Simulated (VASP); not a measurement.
# Cd (P6_3/mmc) in VASP: a series of runs, part 3 of 3

VASP 6.6.1.

## (7) Optical spectrum, revPBE+D3(BJ), spin-orbit coupling, no magnetisation (volume scaled by 1.25)

Contents of INCAR:

```
SYSTEM = Cd
PREC = Accurate
ENCUT = 520
EDIFF = 1E-7
ISMEAR = 1
SIGMA = 0.1
LREAL = .False.
LASPH = .True.
NELM = 100
ALGO = Normal
ISIF = 2
LWAVE = .False.
LCHARG = .False.
LNONCOLLINEAR = .True.
MAGMOM = 0 0 0 0 0 0
LORBIT = 11
LSORBIT = .True.
GGA_COMPAT = .False.
GGA = RE
IVDW = 12
LOPTICS = .True.
NBANDS = 88
NEDOS = 1000
CSHIFT = 0.1
```

Contents of KPOINTS:

```
regular mesh
0
Gamma
  7 7 4
  0 0 0
```

Contents of POSCAR:

```
Cd
1.0
    3.2088904325      0.0000000000      0.0000000000
   -1.6044452163      2.7789806326      0.0000000000
    0.0000000000      0.0000000000      6.0514300182
Cd
2
Direct
    0.6666666667      0.3333333333      0.7500000000
    0.3333333333      0.6666666667      0.2500000000
```

Potentials or basis: VASP PAW PBE potentials, release 64 (Cd).

On the command line:

```
$ cat potpaw_PBE.64/Cd/POTCAR > POTCAR
$ mpirun -np 1 vasp_ncl > vasp.out
```

OUTCAR:

```text
SYSTEM = Cd
   PREC = Accurate
   ENCUT = 520
   EDIFF = 1E-7
   ISMEAR = 1
   LREAL = .False.
   LASPH = .True.
   NELM = 100
   ISIF = 2
   LNONCOLLINEAR = .True.
   LORBIT = 11
   LSORBIT = .True.
   GGA = RE
   IVDW = 12
 IVDW          = 12

 ion  position               nearest neighbor table
   1  0.667  0.333  0.750-   2 3.55   2 3.55   2 3.55   2 3.55   2 3.55   2 3.55
   2  0.333  0.667  0.250-   1 3.55   1 3.55   1 3.55   1 3.55   1 3.55   1 3.55

  LATTYP: Found a hexagonal cell.
 ALAT       =     3.2088904325
 C/A-ratio  =     1.8858325473

  Lattice vectors:

 A1 = (   3.2088904325,   0.0000000000,   0.0000000000)
 A2 = (  -1.6044452163,   2.7789806326,   0.0000000000)
 A3 = (   0.0000000000,   0.0000000000,   6.0514300182)

Analysis of symmetry for initial positions (statically):
=====================================================================
 Subroutine PRICEL returns:
 Original cell was already a primitive cell.

 Routine SETGRP: Setting up the symmetry group for a
 hexagonal supercell.

 Subroutine GETGRP returns: Found 24 space group operations
 (whereof 12 operations were pure point group operations)
 out of a pool of 24 trial point group operations.

The static configuration has the point symmetry D_3d.
 The point group associated with its full space group is D_6h.

Analysis of symmetry for dynamics (positions and initial velocities):
=====================================================================
 Subroutine PRICEL returns:
 Original cell was already a primitive cell.

 Routine SETGRP: Setting up the symmetry group for a
 hexagonal supercell.

 Subroutine GETGRP returns: Found 24 space group operations
 (whereof 12 operations were pure point group operations)
 out of a pool of 24 trial point group operations.

The dynamic configuration has the point symmetry D_3d.
 The point group associated with its full space group is D_6h.

[... 1466 lines left out ...]
     0.00000   110.94982   110.94982    -9.31694    -0.00000    -0.00000    -0.00000
     0.56490  -161.34544  -161.34544   -22.96544     0.00000    -0.00000    -0.00000
     1.12980   -32.71802   -32.71802    23.06147     0.00000    -0.00000     0.00000
     1.69470   -12.51380   -12.51380    18.30073     0.00000     0.00000     0.00000
     2.25961    -6.09475    -6.09475   -24.69964     0.00000     0.00000     0.00000
     2.82451    -2.96925    -2.96925    -9.75365     0.00000     0.00000     0.00000
[... 92 lines left out ...]
    55.36036     0.85509     0.85509     0.84111     0.00000     0.00000     0.00000
    55.92526     0.85995     0.85995     0.84629     0.00000     0.00000     0.00000

 Spin-Orbit-Coupling matrix elements

 Ion:    1  E_soc:     -0.0536997
 l=   1
     0.0000000    -0.0018014    -0.0021102
    -0.0018014     0.0000000    -0.0018014
    -0.0021102    -0.0018014     0.0000000
 l=   2
     0.0000000    -0.0014198     0.0000000    -0.0014198    -0.0056667
    -0.0014198     0.0000000    -0.0041934    -0.0014042    -0.0014198
     0.0000000    -0.0041934     0.0000000    -0.0041934     0.0000000
    -0.0014198    -0.0014042    -0.0041934     0.0000000    -0.0014198
    -0.0056667    -0.0014198     0.0000000    -0.0014198     0.0000000
 l=   3
     0.0000000     0.0000000     0.0000000     0.0000000     0.0000000     0.0000000     0.0000000
     0.0000000     0.0000000     0.0000000     0.0000000     0.0000000     0.0000000     0.0000000
     0.0000000     0.0000000     0.0000000     0.0000000     0.0000000     0.0000000     0.0000000
     0.0000000     0.0000000     0.0000000     0.0000000     0.0000000     0.0000000     0.0000000
     0.0000000     0.0000000     0.0000000     0.0000000     0.0000000     0.0000000     0.0000000
     0.0000000     0.0000000     0.0000000     0.0000000     0.0000000     0.0000000     0.0000000
     0.0000000     0.0000000     0.0000000     0.0000000     0.0000000     0.0000000     0.0000000

 Ion:    2  E_soc:     -0.0536997
 l=   1
     0.0000000    -0.0018014    -0.0021102
    -0.0018014     0.0000000    -0.0018014
    -0.0021102    -0.0018014     0.0000000
 l=   2
     0.0000000    -0.0014198     0.0000000    -0.0014198    -0.0056667
    -0.0014198     0.0000000    -0.0041934    -0.0014042    -0.0014198
     0.0000000    -0.0041934     0.0000000    -0.0041934     0.0000000
    -0.0014198    -0.0014042    -0.0041934     0.0000000    -0.0014198
    -0.0056667    -0.0014198     0.0000000    -0.0014198     0.0000000
 l=   3
     0.0000000     0.0000000     0.0000000     0.0000000     0.0000000     0.0000000     0.0000000
     0.0000000     0.0000000     0.0000000     0.0000000     0.0000000     0.0000000     0.0000000
     0.0000000     0.0000000     0.0000000     0.0000000     0.0000000     0.0000000     0.0000000
     0.0000000     0.0000000     0.0000000     0.0000000     0.0000000     0.0000000     0.0000000
     0.0000000     0.0000000     0.0000000     0.0000000     0.0000000     0.0000000     0.0000000
     0.0000000     0.0000000     0.0000000     0.0000000     0.0000000     0.0000000     0.0000000
     0.0000000     0.0000000     0.0000000     0.0000000     0.0000000     0.0000000     0.0000000

 total charge

# of ion       s       p       d       tot
------------------------------------------
    1        0.543   0.200   9.502  10.245
    2        0.543   0.200   9.502  10.245
--------------------------------------------------
tot          1.087   0.400  19.004  20.490

 magnetization (x)

# of ion       s       p       d       tot
------------------------------------------
    1        0.000   0.000   0.000   0.000
    2       -0.000   0.000  -0.000  -0.000
--------------------------------------------------
tot          0.000   0.000  -0.000  -0.000

 magnetization (y)

# of ion       s       p       d       tot
------------------------------------------
    1        0.000   0.000   0.000   0.000
    2        0.000   0.000   0.000   0.000
--------------------------------------------------
tot          0.000   0.000   0.000   0.000

 magnetization (z)

# of ion       s       p       d       tot
------------------------------------------
    1        0.000   0.000   0.000   0.000
    2        0.000   0.000   0.000   0.000
--------------------------------------------------
tot          0.000   0.000   0.000   0.000
```

It took 2.8 min on 1 thread of Intel Xeon Platinum 8488C (Sapphire Rapids), shared host; peak memory 0.47 GiB.

Results:

```yaml
Free_energy: -2.2222 eV
Pressure: -6.8 GPa
Valence_electrons_inside_the_program's_atomic_spheres: Cd 10.24
Dispersion_energy_per_atom: -0.677 eV
```

Dielectric function (mean over the directions given):
```
energy (eV)  real part  imaginary part
       0.28      83.31           89.52
       1.30     -11.22           10.09
       2.32     -12.27            2.79
       3.39      -3.24            1.21
       4.41      -0.76            0.33
       5.42      -0.72            0.26
       6.50       0.18            0.15
       7.51       0.86            0.12
       8.53       1.25            0.40
       9.60       1.16            0.78
      10.62       0.69            0.74
      11.69       0.83            0.70
      12.71       1.09            0.70
      13.73       1.16            0.79
      14.80       1.07            0.70
      15.82       1.06            0.85
      16.83       0.85            0.70
      17.91       0.98            0.34
      18.92       0.99            0.36
      20.00       1.03            0.35
```

Caveat: spectra need much finer meshes, so this one isn't converged; independent-particle spectra lack excitons; the PAW data sets were made with another functional, which shifts forces and pressure a little.

## (8) The reference run

An earlier run on the cell as given: functional PBE; potentials or basis VASP PAW PBE potentials, release 64 (Cd); cutoff 520 eV; k mesh 10 × 10 × 5; occupations fermi-dirac, width 0.05 eV; no spin polarisation.

* Pressure: 3.2 GPa
* Band gap on the k mesh: none (metal or under the smearing width)

## (9) The runs side by side

| task | level | potentials or basis | spin | cell | k mesh | cutoff (eV) | smearing | monkhorst-Pack mesh | other keys | mesh quality | pressure (GPa) |
| --- | --- | --- | --- | --- | --- | --- | --- | --- | --- | --- | --- |
| band structure | optB88-vdW | VASP PAW PBE potentials, release 64 (Cd_sv_GW) | off | atoms moved at random, drawn with an rms of 0.05 Å | 10 × 10 × 5 | 600 | gaussian 0.05 eV | - | - | not flagged | - |
| phonons | LAK | VASP PAW PBE potentials, release 64 (Cd) | off | relaxed | 7 × 7 × 4 | 600 | gaussian 0.1 eV | yes | shifted = yes | not flagged | - |
| electric field gradients | RPBE+D3(BJ) | VASP PAW PBE potentials, release 54 (Cd) | SOC, no magnetisation | atoms moved at random, drawn with an rms of 0.1 Å | 6 × 6 × 3 | 500 | tetrahedron | - | k = 6 × 6 × 3 | coarse | -16.0 |
| band structure | RPBE+D4 | VASP PAW PBE potentials, release 64 (Cd) | SOC, no magnetisation | cell strained at random at fixed volume | 7 × 7 × 4 | 520 | gaussian 0.05 eV | - | - | not flagged | 0.1 |
| band structure | SCAN+D4 | VASP PAW PBE potentials, release 64 (Cd) | SOC, no magnetisation | as given | 7 × 7 × 4 | 520 | gaussian 0.1 eV | - | - | not flagged | -1.8 |
| optical spectrum | revPBE+D3(BJ) | VASP PAW PBE potentials, release 64 (Cd) | SOC, no magnetisation | volume scaled by 1.25 | 7 × 7 × 4 | 520 | methfessel-paxton 0.1 eV | - | - | not flagged | -6.8 |
| single point | PBE | VASP PAW PBE potentials, release 64 (Cd) | off | as given | 10 × 10 × 5 | 520 | fermi-dirac 0.05 eV | - | - | not flagged | 3.2 |

Caveats: some runs use coarse meshes; the PAW data sets were made with another functional, which shifts forces and pressure a little (some runs); spectra need much finer meshes, so this one isn't converged (some runs); independent-particle spectra lack excitons (some runs).

Absolute energies hang on the potentials; compare differences alone.
